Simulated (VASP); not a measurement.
# WS2 in VASP: further runs

Runs on WS2. Level: PBE. Tasks: single point.

Everything below comes from runs of VASP 6.6.1. Logs are shortened: lines on timing, memory, paths and dates and some standing lists are left out, and cuts for length are marked.

## 1. The structure

The cell holds a slab with vacuum, 3 atoms: a = 3.180 Å, b = 3.180 Å, c = 15.125 Å, α = 90.00°, β = 90.00°, γ = 120.00°.

## 2. Single point, PBE

INCAR reads:

```
SYSTEM = WS2
PREC = Accurate ; ENCUT = 400
EDIFF = 1E-7 ; ISMEAR = 0
SIGMA = 0.05 ; LREAL = .FALSE.
LASPH = .TRUE. ; NELM = 120
ALGO = Normal ; ISIF = 2
LWAVE = .FALSE. ; LCHARG = .FALSE.
LDIPOL = .TRUE. ; IDIPOL = 3
DIPOL = 0.5 0.5 0.500 ; GGA = PE
NBANDS = 24 ; LVHAR = .TRUE.
LVACPOTAV = .TRUE.
```

KPOINTS reads:

```
Automatic mesh
0
G
  8 8 1
  0 0 0
```

POSCAR reads:

```
WS2
1.0
    3.1800000000      0.0000000000      0.0000000000
   -1.5900000000      2.7539607800      0.0000000000
    0.0000000000      0.0000000000     15.1250000000
S W
2 1
Direct
    0.3333333333      0.6666666667      0.3966942149
    0.3333333333      0.6666666667      0.6033057851
    0.6666666667      0.3333333333      0.5000000000
```

Potentials or basis: VASP PAW PBE potentials, release 64 (S, W_sv).

Started as:

```bash
$ cat potpaw_PBE.64/S/POTCAR potpaw_PBE.64/W_sv/POTCAR > POTCAR
$ mpirun -np 1 vasp_std > vasp.out
```

OUTCAR:

```text
SYSTEM = WS2
   PREC = Accurate
   ENCUT = 400
   EDIFF = 1E-7
   ISMEAR = 0
   LREAL = .FALSE.
   LASPH = .TRUE.
   NELM = 120
   ISIF = 2
   GGA = PE

 Found     10 irreducible k-points:

 Following reciprocal coordinates:
            Coordinates               Weight
  0.000000  0.000000  0.000000      1.000000
  0.125000  0.000000  0.000000      6.000000
  0.250000  0.000000  0.000000      6.000000
  0.375000 -0.000000  0.000000      6.000000
  0.500000  0.000000  0.000000      3.000000
  0.125000  0.125000  0.000000      6.000000
   k-points           NKPTS =     10   k-points in BZ     NKDIM =     10   number of bands    NBANDS=     24
   number of dos      NEDOS =    301   number of ions     NIONS =      3
   total plane-waves  NPLWV =  57600
   dimension x,y,z NGX =    24 NGY =   24 NGZ =  100
   dimension x,y,z NGXF=    48 NGYF=   48 NGZF=  200
   ions per type =               2   1
   NGX,Y,Z   is equivalent  to a cutoff of  12.55, 12.55, 10.99 a.u.
   NGXF,Y,Z  is equivalent  to a cutoff of  25.09, 25.09, 21.98 a.u.
 SYSTEM =  WS2
   PREC   = accura    normal or accurate (medium, high low for compatibility)
   ISTART =      0    job   : 0-new  1-cont  2-samecut
   ICHARG =      2    charge: 1-file 2-atom 10-const
   ISPIN  =      1    spin polarized calculation?
   LNONCOLLINEAR =      F non collinear calculations
   LSORBIT =      F    spin-orbit coupling
   LASPH  =      T    aspherical Exc in radial PAW
   ENCUT  =  400.0 eV  29.40 Ry    5.42 a.u.   5.19  5.19 24.67*2*pi/ulx,y,z
   NELM   =    120;   NELMIN=  2; NELMDL= -5     # of ELM steps
   EDIFF  = 0.1E-06   stopping-criterion for ELM
   LREAL  =      F    real-space projection
   EDIFFG = 0.1E-05   stopping-criterion for IOM
   NSW    =      0    number of steps for IOM
   IBRION =     -1    ionic relax: 0-MD 1-quasi-New 2-CG
   NFREE  =      0    steps in history (QN), initial steepest desc. (CG)
   ISIF   =      2    stress and relaxation
   ISYM   =      2    0-nonsym 1-usesym 2-fastsym
   POTIM  = 0.5000    time-step for ionic-motion
   TEBEG  =    0.0;   TEEND  =   0.0 temperature during run
   PSTRESS=    0.0 pullay stress
   NELECT =      26.0000    total number of electrons
   NUPDOWN=      -1.0000    fix difference up-down
   EMIN   =  10.00;   EMAX   =-10.00  energy-range for DOS
   EFERMI =   0.00;   METHOD = LEGACY
   ISMEAR =     0;   SIGMA  =   0.05  broadening in eV -4-tet -1-fermi 0-gaus
   EFERMI_NEDOS =   21; number of points for ismear=-14 and -15
   IALGO  =     38    algorithm
   IMIX   =      4    mixing-type and parameters
     AMIX     =   0.40;   BMIX     =  1.00
     AMIX_MAG =   1.60;   BMIX_MAG =  1.00
  volume/ion in A,a.u.               =      44.15       297.96
  Fermi-wavevector in a.u.,A,eV,Ry     =   0.951421  1.797924 12.316008  0.905201
  Thomas-Fermi vector in A             =   2.079889
   LORBIT       =      0    0 simple, 1 ext, 2 COOP (PROOUT), +10 PAW based schemes
   GGA     = PE    functional components
   LHFCALC =     F    Hartree Fock is set to
   AEXX    =    0.0000 exact exchange contribution
   IVDW    =     0    specifies the selected vdW correction
   LEPSILON=     F    determine dielectric tensor
   LRPA    =     F    only Hartree local field effects (RPA)
 non-spin polarized calculation
 Gauss-broadening in eV      SIGMA  =   0.05
  energy-cutoff  :      400.00
  volume of cell :      132.46
 maximum number of plane-waves:      2427
 NGX is ok and might be reduce to    24
   NGX = 11   NGY = 11   NGZ = 49

 dipolmoment           0.000000      0.000000      0.000000 electrons x Angstroem

 number of electron      25.9999995 magnetization

 dipolmoment           0.000000      0.000000     -0.000000 electrons x Angstroem

 Free energy of the ion-electron system (eV)
  ---------------------------------------------------
  ext. energy  EPLUGINS =         0.00000000
  ---------------------------------------------------
  free energy    TOTEN  =       -23.67089489 eV

  energy without entropy =      -23.67089489  energy(sigma->0) =      -23.67089489

 E-fermi :  -0.2231     XC(G=0):  -5.0878

 val. band max:       -0.6834938604   @ k =   0.0000   0.0000   0.0000
 cond. band min:       1.4332548841   @ k =   0.3750   0.2500   0.0000
 fundamental gap:      2.1167487446
 Fermi energy:        -0.2230571023

 k-point     1 :       0.0000    0.0000    0.0000
  band No.  band energies     occupation
      1     -74.6725      2.00000
      2     -38.9102      2.00000
      3     -38.7610      2.00000
      4     -38.7610      2.00000
      5     -15.4351      2.00000
      6     -13.7781      2.00000
      7      -7.0313      2.00000
      8      -3.5384      2.00000
      9      -3.5384      2.00000
     10      -2.7579      2.00000
     11      -2.2972      2.00000
     12      -2.2972      2.00000
     13      -0.6835      2.00000
     14       2.2415      0.00000
     15       2.2415      0.00000
     16       2.4140      0.00000
     17       2.4140      0.00000
     18       4.2724      0.00000
     19       4.9080      0.00000
     20       4.9254      0.00000
     21       6.4866      0.00000
     22       8.0609      0.00000
     23       8.5771      0.00000
     24       9.9536      0.00000

 k-point     2 :       0.1250    0.0000    0.0000
  band No.  band energies     occupation
      1     -74.6700      2.00000
      2     -38.9011      2.00000
      3     -38.8112      2.00000
      4     -38.7727      2.00000
      5     -15.1808      2.00000
      6     -13.6863      2.00000
      7      -6.7328      2.00000
      8      -4.1536      2.00000
      9      -3.4938      2.00000
     10      -3.2918      2.00000
     11      -2.6702      2.00000
     12      -2.0261      2.00000
     13      -0.8426      2.00000
     14       1.9104      0.00000
     15       2.1143      0.00000
     16       2.2026      0.00000
     17       2.6879      0.00000
     18       4.7619      0.00000
     19       5.2287      0.00000
     20       5.7984      0.00000
     21       6.8761      0.00000
     22       8.7648      0.00000
     23       8.9882      0.00000
     24       9.0456      0.00000

 k-point     3 :       0.2500    0.0000    0.0000
  band No.  band energies     occupation
      1     -74.6640      2.00000
      2     -38.9307      2.00000
      3     -38.8792      2.00000
      4     -38.8008      2.00000
      5     -14.5075      2.00000
      6     -13.4456      2.00000
      7      -6.1627      2.00000
      8      -5.1697      2.00000
      9      -4.5243      2.00000
     10      -3.3619      2.00000
     11      -2.6927      2.00000
     12      -2.3070      2.00000
     13      -1.5107      2.00000
     14       1.6894      0.00000
     15       1.9124      0.00000
     16       2.5319      0.00000
     17       3.4710      0.00000
     18       5.5952      0.00000
     19       6.0386      0.00000
     20       6.8070      0.00000
     21       7.7633      0.00000
     22       8.3360      0.00000
     23       8.8019      0.00000
     24       9.7389      0.00000

 k-point     4 :       0.3750   -0.0000    0.0000
  band No.  band energies     occupation
      1     -74.6580      2.00000
      2     -39.0477      2.00000
      3     -38.8573      2.00000
      4     -38.8287      2.00000
      5     -13.7048      2.00000
      6     -13.1707      2.00000
      7      -6.7217      2.00000
      8      -5.4303      2.00000
      9      -5.1078      2.00000
     10      -3.8956      2.00000
     11      -2.6678      2.00000
     12      -2.1369      2.00000
     13      -1.8503      2.00000
     14       1.9985      0.00000
     15       2.1633      0.00000
     16       3.2059      0.00000
     17       3.9668      0.00000
     18       5.6256      0.00000
     19       6.7358      0.00000
     20       6.8071      0.00000
     21       7.9206      0.00000
     22       8.1255      0.00000
     23       9.6451      0.00000
     24       9.9282      0.00000

 k-point     5 :       0.5000    0.0000    0.0000
  band No.  band energies     occupation
      1     -74.6555      2.00000
      2     -39.0954      2.00000
      3     -38.8481      2.00000
      4     -38.8402      2.00000
      5     -13.3082      2.00000
      6     -13.0434      2.00000
      7      -7.1573      2.00000
      8      -5.8035      2.00000
      9      -5.0997      2.00000
     10      -4.0881      2.00000
     11      -2.7850      2.00000
     12      -1.9430      2.00000
     13      -1.5840      2.00000
     14       2.2054      0.00000
     15       2.6635      0.00000
     16       3.4230      0.00000
     17       4.1080      0.00000
     18       4.4703      0.00000
     19       7.0250      0.00000
     20       7.2535      0.00000
     21       8.4648      0.00000
     22       8.8364      0.00000
     23       9.5398      0.00000
     24       9.7966      0.00000

 k-point     6 :       0.1250    0.1250    0.0000
  band No.  band energies     occupation
      1     -74.6658      2.00000
      2     -38.8905      2.00000
      3     -38.8857      2.00000
      4     -38.7981      2.00000
      5     -14.7153      2.00000
      6     -13.5185      2.00000
      7      -6.2366      2.00000
      8      -4.9462      2.00000
      9      -4.0835      2.00000
     10      -3.5666      2.00000
     11      -2.9618      2.00000
     12      -1.9116      2.00000
     13      -1.2535      2.00000
     14       1.5357      0.00000
     15       2.0147      0.00000
     16       2.1296      0.00000
     17       3.4257      0.00000
     18       5.3886      0.00000
     19       5.8012      0.00000
     20       6.9092      0.00000
     21       7.7393      0.00000
     22       8.5300      0.00000
     23       9.0034      0.00000
     24       9.4595      0.00000

 [... further k-points ...]

------------------------ aborting loop because EDIFF is reached ----------------------------------------

  FORCE on cell =-STRESS in cart. coord.  units (eV):
  Direction    XX          YY          ZZ          XY          YZ          ZX
  --------------------------------------------------------------------------------------
  -------------------------------------------------------------------------------------
  Total        0.4702816      0.4702816      0.6860655      0.0000000     -0.0000000      0.0000000
  in kB        5.6883763      5.6883762      8.2984298      0.0000000     -0.0000000      0.0000000
  external PRESSURE =       6.5583941 kB  Pullay stress =       0.0000000 kB

 VOLUME and BASIS-vectors are now :
 -----------------------------------------------------------------------------
  energy-cutoff  :      400.00
  volume of cell :      132.46
      direct lattice vectors                 reciprocal lattice vectors
     3.180000000  0.000000000  0.000000000     0.314465409  0.181556689  0.000000000
    -1.590000000  2.753960780  0.000000000     0.000000000  0.363113377  0.000000000
     0.000000000  0.000000000 15.125000000     0.000000000  0.000000000  0.066115702

 POSITION                                       TOTAL-FORCE (eV/Angst)
 -----------------------------------------------------------------------------------
     -0.00000      1.83597      6.00000        -0.000000     -0.000000     -0.228251
     -0.00000      1.83597      9.12500        -0.000000      0.000000      0.228251
      1.59000      0.91799      7.56250         0.000000      0.000000     -0.000000
 -----------------------------------------------------------------------------------
    total drift:                               -0.000000      0.000000      0.000000

  FREE ENERGIE OF THE ION-ELECTRON SYSTEM (eV)
  ---------------------------------------------------
  free  energy   TOTEN  =       -23.6708948898 eV

  energy  without entropy=      -23.6708948898  energy(sigma->0) =      -23.67089489

 vacuum level on the upper side and lower side of the slab         5.037         5.037
```

Run time: 22 s. Hardware: 1 thread of Intel Xeon Platinum 8559C (Emerald Rapids), shared host; peak memory 0.23 GiB.

These settings aren't checked as converged: the numbers below hold their error.

Results:

| Quantity | Value |
| --- | --- |
| Free energy | -23.6709 eV |
| Largest force | 0.228 eV/Å |
| Band gap on the k mesh | 2.12 eV, indirect (least direct gap 2.27 eV) |
| Ionisation potential of the upper face | 5.72 eV |

Caveat: spin-orbit coupling is left out, which moves the levels of the heavy elements.

## 3. Single point, PBE

This run uses another cell than the first one, of 61.67 Å³/atom, 1.397 times its volume.

Changes to INCAR since step 2:

```diff
@@ -1,3 +1,3 @@
 SYSTEM = WS2
-PREC = Accurate ; ENCUT = 400
+PREC = Accurate ; ENCUT = 460
 EDIFF = 1E-7 ; ISMEAR = 0
```

KPOINTS reads:

```
Automatic mesh
0
G
  6 6 1
  0 0 0
```

POSCAR reads:

```
WS2
1.0
    3.1800000000      0.0000000000      0.0000000000
   -1.5900000000      2.7539607800      0.0000000000
    0.0000000000      0.0000000000     21.1250000000
S W
2 1
Direct
    0.3333333333      0.6666666667      0.4260355030
    0.3333333333      0.6666666667      0.5739644970
    0.6666666667      0.3333333333      0.5000000000
```

Potentials or basis: VASP PAW PBE potentials, release 64 (S, W_sv).

Started as:

```bash
$ cat potpaw_PBE.64/S/POTCAR potpaw_PBE.64/W_sv/POTCAR > POTCAR
$ mpirun -np 1 vasp_std > vasp.out
```

Run time: 34 s. Hardware: 1 thread of Intel Xeon Platinum 8559C (Emerald Rapids), shared host; peak memory 0.27 GiB.

These settings aren't checked as converged: the numbers below hold their error.

Results:

| Item | Value |
| --- | --- |
| Free energy | -23.6679 eV |
| Largest force | 0.231 eV/Å |
| Band gap on the k mesh | 1.82 eV, direct |
| Ionisation potential of the upper face | 5.69 eV |

Caveat: spin-orbit coupling is left out, which moves the levels of the heavy elements.

## 4. Single point, PBE

Changes to INCAR since step 3:

```diff
@@ -3,3 +3,3 @@
 EDIFF = 1E-7 ; ISMEAR = 0
-SIGMA = 0.05 ; LREAL = .FALSE.
+SIGMA = 0.2 ; LREAL = .FALSE.
 LASPH = .TRUE. ; NELM = 120
```

KPOINTS reads:

```
Automatic mesh
0
G
  8 8 1
  0 0 0
```

POSCAR reads:

```
WS2
1.0
    3.1800000000      0.0000000000      0.0000000000
   -1.5900000000      2.7539607800      0.0000000000
    0.0000000000      0.0000000000     15.1250000000
S W
2 1
Direct
    0.3333333333      0.6666666667      0.3966942149
    0.3333333333      0.6666666667      0.6033057851
    0.6666666667      0.3333333333      0.5000000000
```

Started as:

```bash
$ cat potpaw_PBE.64/S/POTCAR potpaw_PBE.64/W_sv/POTCAR > POTCAR
$ mpirun -np 1 vasp_std > vasp.out
```

It took 27 s on 1 thread of Intel Xeon Platinum 8559C (Emerald Rapids), shared host; peak memory 0.24 GiB.

These settings aren't checked as converged: the numbers below hold their error.

What came out:

- Free energy: -23.6712 eV
- Largest force: 0.227 eV/Å
- Band gap on the k mesh: 2.12 eV, indirect (least direct gap 2.27 eV)
- Ionisation potential of the upper face: 5.72 eV

Caveat: spin-orbit coupling is left out, which moves the levels of the heavy elements.

## 5. Single point, PBE

Changes to INCAR since step 4:

```diff
@@ -2,4 +2,4 @@
 PREC = Accurate ; ENCUT = 460
-EDIFF = 1E-7 ; ISMEAR = 0
-SIGMA = 0.2 ; LREAL = .FALSE.
+EDIFF = 1E-5 ; ISMEAR = 0
+SIGMA = 0.05 ; LREAL = .FALSE.
 LASPH = .TRUE. ; NELM = 120
```

KPOINTS is that of step 4.

POSCAR is that of step 4.

Started as:

```bash
$ cat potpaw_PBE.64/S/POTCAR potpaw_PBE.64/W_sv/POTCAR > POTCAR
$ mpirun -np 1 vasp_std > vasp.out
```

Run time: 28 s. Hardware: 1 thread of Intel Xeon Platinum 8559C (Emerald Rapids), shared host; peak memory 0.24 GiB.

These settings aren't checked as converged: the numbers below hold their error.

Results:

- Free energy: -23.6712 eV
- Largest force: 0.227 eV/Å
- Band gap on the k mesh: 2.12 eV, indirect (least direct gap 2.27 eV)
- Ionisation potential of the upper face: 5.72 eV

Caveat: spin-orbit coupling is left out, which moves the levels of the heavy elements.

(Part 1 of 2 ends here.)
